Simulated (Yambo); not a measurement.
InP in Yambo: convergence with bands in self energy

InP:

```xyz
2
Lattice="0.0000 2.9305 2.9305 2.9305 0.0000 2.9305 2.9305 2.9305 0.0000" Properties=species:S:1:pos:R:3 pbc="T T T"
In    0.0000    0.0000    0.0000
P     4.3957    4.3957    4.3957
```

```yaml
Program: Yambo 5.3.0
Task: G0W0 quasiparticle levels
Functional: LDA
Potentials_or_basis: PseudoDojo 0.4.1 SR LDA stringent
Cutoff: 1007 eV
Density_cutoff: 4027 eV
k_mesh: 6 × 6 × 6
Occupations: fixed
Spin: no spin polarisation
k_mesh_of_the_self-consistent_run: 8 × 8 × 8
Form_of_the_LDA: PW92
Random_integration_of_the_Coulomb_term: yes
Direction_of_the_field_or_of_q_to_0: x + y + z
Broadening: 0.1 eV
States_corrected: Γ and the k points of the band edges
Frequency_dependence_of_W: plasmon pole
Terminator_of_the_band_sum_in_the_self-energy: none
Quasiparticle_equation: linearised (Newton)
Imaginary_frequency_of_the_plasmon-pole_fit: 27.2114 eV
Bands_in_the_response: 113
Bands_in_the_self-energy: 33
Cutoff_of_the_response_matrix: 15 Ry
Cutoff_of_exchange_and_Vxc: 74 Ry
Bands_corrected_first_last: "[13, 14]"
```

These are the settings of the first run; the series varies bands in self energy, with any setting tied to it.

```tsv
bands in self energy	quasiparticle gap at the points computed (eV)
33	1.343
53	1.330
113	1.353
```

Against the tightest run, the quasiparticle gap at the points computed stays within 0.05 eV from 33 on. The tightest run that finished is the yardstick and may itself not be fully converged.

Caveat, for the tightest run too: this version prints the column dSc/dw multiplied by 27.2; spin-orbit coupling is left out, which moves the levels of the heavy elements.
